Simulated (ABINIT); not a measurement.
# GaAs (F-43m) in ABINIT: a series of runs, part 2 of 2

ABINIT 10.8.3 (patched build). Earlier steps stand in the parts before.

## Step 3: Band structure, LDA, spin-orbit coupling, no magnetisation

The input, run.abi:

```
ndtset 2

pp_dirpath "./"
pseudos "As.LDA_PW-JTH_sp.xml, Ga.LDA_PW-JTH.xml"

acell 3*1.0 Angstrom
rprim
     0.0000000000     2.8268500000     2.8268500000
     2.8268500000     0.0000000000     2.8268500000
     2.8268500000     2.8268500000     0.0000000000
ntypat 2
znucl 33 31
natom 2
typat 1 2
xred
     0.7500000000     0.7500000000     0.7500000000
     0.0000000000     0.0000000000     0.0000000000

ecut 17.0
pawecutdg 34.0

ixc 7

occopt 3
tsmear 0.00183747

nspinor 2
nspden 1
pawspnorb 1

nstep 100

iomode 3
prtwf 0
prteig 0
prtebands 0
enunit 1
prtden1 1
prtvha1 1
prtvclmb1 1
prtpot1 1

kptopt1 4
ngkpt1 8 8 8
nshiftk1 1
shiftk1 0.0 0.0 0.0
nband1 26
tolvrs1 1.0e-9

iscf2 -2
getden2 1
nband2 34
nbdbuf2 2
tolwfr2 1.0e-12
kptopt2 -9
ndivsm2 8
prteig2 1
kptbounds2
     0.0000000000     0.0000000000     0.0000000000
     0.5000000000     0.0000000000     0.5000000000
     0.5000000000     0.2500000000     0.7500000000
     0.3750000000     0.3750000000     0.7500000000
     0.0000000000     0.0000000000     0.0000000000
     0.5000000000     0.5000000000     0.5000000000
     0.6250000000     0.2500000000     0.6250000000
     0.5000000000     0.2500000000     0.7500000000
     0.5000000000     0.5000000000     0.5000000000
     0.3750000000     0.3750000000     0.7500000000
```

Potentials or basis: JTH PAW LDA v2.0 sp.

Started as:

```
abinit run.abi > log 2>&1
```

run.abo:

```text
.Version 10.8.3 of ABINIT
 DATASET    1 : space group F2 3 (#196); Bravais cF (face-center cubic)
================================================================================
 Values of the parameters that define the memory need for DATASET  1.
     intxc =       0    ionmov =       0      iscf =      17    lmnmax =      18
     lnmax =       6     mgfft =      30  mpssoang =       3    mqgrid =    3001
     natom =       2  nloc_mem =       2    nspden =       1   nspinor =       2
    nsppol =       1      nsym =      12    n1xccc =       1    ntypat =       2
    occopt =       3   xclevel =       1
       mpw =        1036          nfft =       27000          nkpt =          52
 PAW method is used; the additional fine FFT grid is defined by:
   mgfftf=        40    nfftf =     64000
================================================================================
================================================================================

 DATASET    2 : space group F2 3 (#196); Bravais cF (face-center cubic)
================================================================================
 Values of the parameters that define the memory need for DATASET  2.
     intxc =       0    ionmov =       0      iscf =      -2    lmnmax =      18
     lnmax =       6     mgfft =      30  mpssoang =       3    mqgrid =    3001
     natom =       2  nloc_mem =       2    nspden =       1   nspinor =       2
    nsppol =       1      nsym =      12    n1xccc =       1    ntypat =       2
    occopt =       3   xclevel =       1
       mpw =        1036          nfft =       27000          nkpt =         139
 PAW method is used; the additional fine FFT grid is defined by:
   mgfftf=        40    nfftf =     64000
================================================================================
================================================================================

--------------------------------------------------------------------------------
------------- Echo of variables that govern the present computation ------------
--------------------------------------------------------------------------------
 -outvars: echo values of preprocessed input variables --------
            acell      1.8897261259E+00  1.8897261259E+00  1.8897261259E+00 Bohr
              amu      7.49215900E+01  6.97230000E+01
             ecut      1.70000000E+01 Hartree
           enunit           1
           getden1          0
           getden2          1
             iscf1         17
             iscf2         -2
                       outvar_i_n : Printing only first  50 k-points.
              ixc           7
           jdtset        1    2
                       outvar_i_n : Printing only first  50 k-points.
           kptopt1          4
           kptopt2         -9
         kptrlatt        8    0    0      0    8    0      0    0    8
          kptrlen1     6.04375174E+01
          kptrlen2     3.00000000E+01
            natom           2
            nband1         26
            nband2         34
           nbdbuf1          0
           nbdbuf2          2
           ndtset           2
           ndivsm1          0
           ndivsm2          8
[... 1943 lines left out ...]
  9.79E-13  4.37E-13  6.31E-13  3.50E-13  1.61E-13  7.76E-13  4.33E-13  1.95E-13
  4.45E-13  6.56E-13  2.51E-13  4.05E-13  8.62E-13  1.94E-13  8.07E-13  3.03E-13
  4.51E-13  2.91E-13  3.16E-13  4.24E-13  2.90E-13  4.08E-13  9.14E-13  3.53E-13
  6.29E-13  1.71E-13  2.86E-13  6.55E-13  8.83E-13  4.92E-13  4.11E-13  4.23E-13
  1.16E-08  4.29E-09
 -4.9965E-01 -4.9830E-01 -4.9695E-01 -4.9655E-01 -4.8389E-01 -4.8149E-01
 -4.8010E-01 -4.8009E-01 -4.7960E-01 -4.7926E-01 -3.2055E-01 -3.2053E-01
 -1.8829E-01 -1.8648E-01 -8.5212E-02 -8.3053E-02 -2.4435E-02 -2.4365E-02
  1.2690E-01  1.2704E-01  2.2516E-01  2.2763E-01  3.4715E-01  3.4780E-01
  3.5482E-01  3.5492E-01  3.7252E-01  3.7627E-01  4.5194E-01  4.5227E-01
  5.7909E-01  5.7925E-01  6.3015E-01  6.3039E-01

--- !ResultsGS
iteration_state: {dtset: 2, }
comment   : Summary of ground state results
lattice_vectors:
- [  0.0000000,   5.3419723,   5.3419723, ]
- [  5.3419723,   0.0000000,   5.3419723, ]
- [  5.3419723,   5.3419723,   0.0000000, ]
lattice_lengths: [   7.55469,    7.55469,    7.55469, ]
lattice_angles: [ 60.000,  60.000,  60.000, ] # degrees, (23, 13, 12)
lattice_volume:   3.0488418E+02
convergence: {deltae:  0.000E+00, res2:  0.000E+00, residm:  9.991E-13, diffor:  0.000E+00, }
etotal    :  -8.58364761E+01
entropy   :   0.00000000E+00
fermie    :   6.70907886E-02
cartesian_stress_tensor: null
pressure_GPa: null
xred      :
- [  7.5000E-01,   7.5000E-01,   7.5000E-01, As]
- [  0.0000E+00,   0.0000E+00,   0.0000E+00, Ga]
cartesian_forces: null
force_length_stats: {min: null, max: null, mean: null, }
...

 Integrated electronic density in atomic spheres:
 ------------------------------------------------
 Atom  Sphere_radius  Integrated_density
    1        2.10392          2.77301452
    2        2.10359         11.09581771

================================================================================

 ----iterations are completed or convergence reached----

 Mean square residual over all n,k,spin=   50.959E-14; max=  99.907E-14
 reduced coordinates (array xred) for    2 atoms
       0.750000000000      0.750000000000      0.750000000000
       0.000000000000      0.000000000000      0.000000000000

 cartesian coordinates (angstrom) at end:
    1      4.24027500000000     4.24027500000000     4.24027500000000
    2      0.00000000000000     0.00000000000000     0.00000000000000
 length scales=  1.889726125908  1.889726125908  1.889726125908 bohr
              =  1.000000000000  1.000000000000  1.000000000000 angstroms
 Eigenvalues (   eV  ) for nkpt= 139  k points:
 kpt#   1, nband= 34, wtk=  1.00000, kpt=  0.0000  0.0000  0.0000 (reduced coord)
 -13.53911  -13.53911  -13.53911  -13.53911  -13.11250  -13.11250  -13.06037  -13.06037
 -13.06037  -13.06037  -11.18171  -11.18171    1.36946    1.36946    1.71353    1.71353
   1.71353    1.71353    1.89507    1.89507    5.17003    5.17003    5.37229    5.37229
   5.37229    5.37229    9.00633    9.00633   11.95006   11.95006   11.95006   11.95006
  13.13580   13.15721
 kpt#   2, nband= 34, wtk=  1.00000, kpt=  0.0217  0.0000  0.0217 (reduced coord)
 -13.53953  -13.53953  -13.53881  -13.53881  -13.11262  -13.11262  -13.06080  -13.06080
 -13.06006  -13.06006  -11.17425  -11.17425    1.24543    1.24543    1.53057    1.53057
   1.68591    1.68591    2.17675    2.17675    5.18029    5.18029    5.36855    5.36855
   5.40575    5.40575    9.05412    9.05412   11.76320   11.76320   11.95810   11.95810
  13.16069   13.16545
 kpt#   3, nband= 34, wtk=  1.00000, kpt=  0.0435  0.0000  0.0435 (reduced coord)
 -13.54026  -13.54026  -13.53849  -13.53849  -13.11302  -13.11302  -13.06132  -13.06132
 -13.05988  -13.05988  -11.15192  -11.15192    0.92171    0.92171    1.41018    1.41018
   1.60661    1.60661    2.54675    2.54675    5.15206    5.15206    5.41776    5.41776
   5.50346    5.50346    9.19223    9.19223   11.36467   11.36467   11.98211   11.98211
[... 803 lines left out ...]
   9.13367    9.13543   10.15140   10.21465   12.06342   12.07191   15.54949   15.55002
  16.44150   16.44323
 kpt# 138, nband= 34, wtk=  1.00000, kpt=  0.3839  0.3839  0.7321 (reduced coord)
 -13.59603  -13.55851  -13.52299  -13.51181  -13.16806  -13.10043  -13.06615  -13.06454
 -13.04972  -13.04160   -8.75376   -8.75291   -5.08929   -5.03825   -2.35527   -2.29456
  -0.60116   -0.59953    3.51473    3.51978    6.43581    6.51646    9.17417    9.19416
   9.42458    9.42468   10.06222   10.14184   12.13636   12.14515   15.76711   15.76880
  16.82372   16.82568
 kpt# 139, nband= 34, wtk=  1.00000, kpt=  0.3750  0.3750  0.7500 (reduced coord)
 -13.59611  -13.55935  -13.52264  -13.51191  -13.16731  -13.10188  -13.06422  -13.06403
 -13.05049  -13.04131   -8.72261   -8.72207   -5.12352   -5.07431   -2.31874   -2.25999
  -0.66490   -0.66301    3.45322    3.45694    6.12690    6.19424    9.44656    9.46409
   9.65525    9.65783   10.13686   10.23885   12.29792   12.30682   15.75771   15.76226
  17.14720   17.15386

== END DATASET(S) ==============================================================
================================================================================

 -outvars: echo values of variables after computation  --------
            acell      1.8897261259E+00  1.8897261259E+00  1.8897261259E+00 Bohr
           etotal1    -8.5836476116E+01
            fcart1    -0.0000000000E+00 -9.4510220398E-30  3.1503406799E-30
                      -0.0000000000E+00  9.4510220398E-30 -3.1503406799E-30
            rprim      0.0000000000E+00  2.8268500000E+00  2.8268500000E+00
                       2.8268500000E+00  0.0000000000E+00  2.8268500000E+00
                       2.8268500000E+00  2.8268500000E+00  0.0000000000E+00
           strten1     6.3481294522E-05  6.3481294522E-05  6.3481294522E-05
                       0.0000000000E+00  0.0000000000E+00  0.0000000000E+00
           xangst      4.2402750000E+00  4.2402750000E+00  4.2402750000E+00
                       0.0000000000E+00  0.0000000000E+00  0.0000000000E+00
             xred      7.5000000000E-01  7.5000000000E-01  7.5000000000E-01
                       0.0000000000E+00  0.0000000000E+00  0.0000000000E+00
 Calculation completed.
```

It took 4 min on 1 thread of Arm Neoverse V2, shared host; peak memory 0.23 GiB.

Results:

* Free energy: -2335.7295 eV
* Pressure: -1.9 GPa
* Band gap on the k mesh: 0.18 eV, direct
* Band gap along the path: 0.18 eV, direct
* Valence electrons inside the program's atomic spheres: As 2.77; Ga 11.10

Levels at the corners of the path, in eV from the valence-band top:
```tsv
point	band 14	band 15	band 16	band 17	band 18	band 19	band 20	band 21	band 22	band 23
Γ	-0.34	0.00	0.00	0.00	0.00	0.18	0.18	3.46	3.46	3.66
X	-7.00	-2.84	-2.84	-2.76	-2.76	1.23	1.23	1.44	1.44	9.93
W	-6.79	-3.74	-3.61	-3.50	-3.46	4.31	4.52	4.53	4.57	5.16
K	-6.79	-4.03	-3.97	-2.38	-2.38	1.74	1.74	4.41	4.48	7.73
Γ	-0.34	0.00	0.00	0.00	0.00	0.18	0.18	3.46	3.46	3.66
L	-6.81	-1.36	-1.36	-1.15	-1.15	0.73	0.73	4.45	4.45	4.55
U	-6.79	-4.03	-3.97	-2.38	-2.38	1.74	1.74	4.41	4.48	7.73
W	-6.79	-3.74	-3.61	-3.50	-3.46	4.31	4.52	4.53	4.57	5.16
L	-6.81	-1.36	-1.36	-1.15	-1.15	0.73	0.73	4.45	4.45	4.55
K	-6.79	-4.03	-3.97	-2.38	-2.38	1.74	1.74	4.41	4.48	7.73
```

Caveat: this set keeps more shells in the core, which shifts pressures and gaps.

## Step 4: Equation of state, RPBE

The input, run.abi:

```
# Datasets: one volume each
ndtset 7
getwfk -1
scalecart1 3*0.9795861087
scalecart2 3*0.9864848297
scalecart3 3*0.9932883884
scalecart4 3*1.0000000000
scalecart5 3*1.0066227096
scalecart6 3*1.0131594038
scalecart7 3*1.0196128224

# Pseudopotentials
pp_dirpath "./"
pseudos "As.GGA_PBE-JTH.xml, Ga.GGA_PBE-JTH.xml"

# Structure
acell 7.55468967 7.55468967 7.55468967
rprim
     0.0000000000     0.7071067812     0.7071067812
     0.7071067812     0.0000000000     0.7071067812
     0.7071067812     0.7071067812     0.0000000000
ntypat 2
znucl 33 31
natom 2
typat 1 2
xred
     0.7500000000     0.7500000000     0.7500000000
     0.0000000000     0.0000000000     0.0000000000

# Plane-wave basis
ecut 462.593566 eV
pawecutdg 34.0

# k points
kptopt 1
ngkpt 8 8 8
nshiftk 1
shiftk 0.0 0.0 0.0

# Exchange and correlation
ixc 15

# Bands and occupations
nband 18
occopt 3
tsmear 0.00183747

# SCF cycle
nstep 100
tolvrs 1.0e-9

# Output
iomode 3
prtwf 1
prtden 0
prteig 0
prtebands 0
enunit 2
```

Potentials or basis: JTH PAW PBE v2.0.

Started as:

```
abinit run.abi > log 2>&1
```

Run time: 1.7 min. Hardware: 1 thread of Arm Neoverse V2, shared host; peak memory 0.14 GiB.

Results (log left out):

```
Equilibrium volume : 24.48 Å³/atom (rough: see the caveat)
Bulk modulus       : 55 GPa (rough)
```

Energy against volume, from the lowest point:
| volume (Å³/atom) | energy (meV/atom) |
| --- | --- |
| 21.234 | 94.62 |
| 21.686 | 66.72 |
| 22.138 | 44.36 |
| 22.590 | 27.02 |
| 23.041 | 14.16 |
| 23.493 | 5.23 |
| 23.945 | 0.00 |

Caveat: pressures at fixed basis lie under the slope of the energies; the minimum lies outside the volumes run; the PAW data sets were made with another functional, which shifts forces and pressure a little.

## Step 5: Band structure, rPW86PBE

The input, run.abi:

```
# Datasets: ground state, then fixed potential
ndtset 2

# Pseudopotentials
pp_dirpath "./"
pseudos "As.GGA_PBE-JTH.xml, Ga.GGA_PBE-JTH.xml"

# Structure
acell 7.55468967 7.55468967 7.55468967
rprim
     0.0000000000     0.7071067812     0.7071067812
     0.7071067812     0.0000000000     0.7071067812
     0.7071067812     0.7071067812     0.0000000000
ntypat 2
znucl 33 31
natom 2
typat 1 2
xred
     0.7500000000     0.7500000000     0.7500000000
     0.0000000000     0.0000000000     0.0000000000

# Plane-wave basis
ecut 17.0
pawecutdg 34.0

# Exchange and correlation
ixc -144130

# Bands and occupations
occopt 3
tsmear 0.00183747

# SCF cycle
nstep 100

# Output
iomode 3
prtwf 0
prteig 0
prtebands 0
enunit 1
prtden1 1
prtvha1 1
prtvclmb1 1
prtpot1 1

# Dataset 1
kptopt1 1
ngkpt1 8 8 8
nshiftk1 1
shiftk1 0.0 0.0 0.0
nband1 18
tolvrs1 1.0e-9

# Dataset 2: bands along G-X-W-K-G-L-U-W-L-K
iscf2 -2
getden2 1
nband2 22
nbdbuf2 2
tolwfr2 1.0e-12
kptopt2 -9
ndivsm2 5
prteig2 1
prtvol2 -3
kptbounds2
     0.0000000000     0.0000000000     0.0000000000
     0.5000000000     0.0000000000     0.5000000000
     0.5000000000     0.2500000000     0.7500000000
     0.3750000000     0.3750000000     0.7500000000
     0.0000000000     0.0000000000     0.0000000000
     0.5000000000     0.5000000000     0.5000000000
     0.6250000000     0.2500000000     0.6250000000
     0.5000000000     0.2500000000     0.7500000000
     0.5000000000     0.5000000000     0.5000000000
     0.3750000000     0.3750000000     0.7500000000
```

Started as:

```
abinit run.abi > log 2>&1
```

Run time: 56 s. Hardware: 1 thread of Arm Neoverse V2, shared host; peak memory 0.12 GiB.

The run converged. Its results:

- Free energy: -5251.2806 eV
- Pressure: 6.1 GPa
- Band gap on the k mesh: 0.34 eV, direct
- Band gap along the path: 0.34 eV, direct
- Valence electrons inside the program's atomic spheres: As 12.75; Ga 11.10

Levels at the corners of the path, in eV from the valence-band top:
```
point  band 11  band 12  band 13  band 14  band 15  band 16  band 17  band 18
    Γ   -12.78     0.00     0.00     0.00     0.34     3.75     3.75     3.75
    X   -10.30    -6.86    -2.66    -2.66     1.51     1.67    10.11    10.11
    W   -10.24    -6.68    -3.50    -3.31     4.56     4.77     5.40     6.09
    K   -10.33    -6.67    -3.82    -2.24     1.98     4.64     7.92     8.06
    Γ   -12.78     0.00     0.00     0.00     0.34     3.75     3.75     3.75
    L   -11.03    -6.65    -1.14    -1.14     0.93     4.69     4.69     7.79
    U   -10.33    -6.67    -3.82    -2.24     1.98     4.64     7.92     8.06
    W   -10.24    -6.68    -3.50    -3.31     4.56     4.77     5.40     6.09
    L   -11.03    -6.65    -1.14    -1.14     0.93     4.69     4.69     7.79
    K   -10.33    -6.67    -3.82    -2.24     1.98     4.64     7.92     8.06
```

Caveat: the PAW data sets were made with another functional, which shifts forces and pressure a little.

## Step 6: Summary

```csv
task,level,potentials or basis,spin,cutoff (eV),fine-grid cutoff,gap on the mesh (eV),pressure (GPa)
band structure,LDA,PseudoDojo NC SR LDA v0.4.1 standard,off,1088,-,0.28,-2.1
band structure,LDA,JTH PAW LDA v2.0 sp,"SOC, no magnetisation",463,925.187 eV,0.18,-1.9
equation of state,RPBE,JTH PAW PBE v2.0,off,463,925.187 eV,-,-
band structure,rPW86PBE,JTH PAW PBE v2.0,off,463,925.187 eV,0.34,6.1
```

Alike in all rows: cell as given; k mesh 8 × 8 × 8; smearing fermi-dirac 0.05 eV.

Caveats: the PAW data sets were made with another functional, which shifts forces and pressure a little (some runs); this set keeps more shells in the core, which shifts pressures and gaps (some runs); pressures at fixed basis lie under the slope of the energies (some runs); the minimum lies outside the volumes run (some runs).

Absolute energies hang on the potentials; compare differences alone.

## Step 7: Against experiment

Step 2. Measured gap of GaAs: 1.412 eV (direct; 300 K; “Evidence of valence band perturbations in GaAsN/GaAs(001): A combined variable-angle spectroscopic ellipsometry and modulated photoreflectance investigation”, 2008, arxiv:0805.2212). This calculation gives 0.28 eV (-1.13 eV). So large a miss can be the level of theory's own, or it may mean another phase, state or a wrong row. 3 values of this kind are on record (1.412 to 1.51 eV); this one was drawn at random among those near their median, those with a stated uncertainty first. Spin-orbit coupling on As, Ga is left out. The value is that of LDA, without temperature or zero-point motion. Semilocal functionals fall short of measured gaps as a rule.

Step 3. A measured gap of GaAs is 1.412 eV (direct; 300 K; “Evidence of valence band perturbations in GaAsN/GaAs(001): A combined variable-angle spectroscopic ellipsometry and modulated photoreflectance investigation”, 2008, arxiv:0805.2212); the calculated 0.18 eV misses it by -1.23 eV. So large a miss can be the level of theory's own, or it may mean another phase, state or a wrong row. 3 values of this kind are on record (1.412 to 1.51 eV); this one was drawn at random among those near their median, those with a stated uncertainty first. The value is that of LDA, without temperature or zero-point motion. Semilocal functionals fall short of measured gaps as a rule.

Step 5. Measured gap of GaAs: 1.418 eV (direct; 300 K; “Evidence of valence band perturbations in GaAsN/GaAs(001): A combined variable-angle spectroscopic ellipsometry and modulated photoreflectance investigation”, 2008, arxiv:0805.2212). This calculation gives 0.34 eV (-1.08 eV). So large a miss can be the level of theory's own, or it may mean another phase, state or a wrong row. 3 values of this kind are on record (1.412 to 1.51 eV); this one was drawn at random among those near their median, those with a stated uncertainty first. Spin-orbit coupling on As, Ga is left out. The value is that of rPW86PBE, without temperature or zero-point motion.
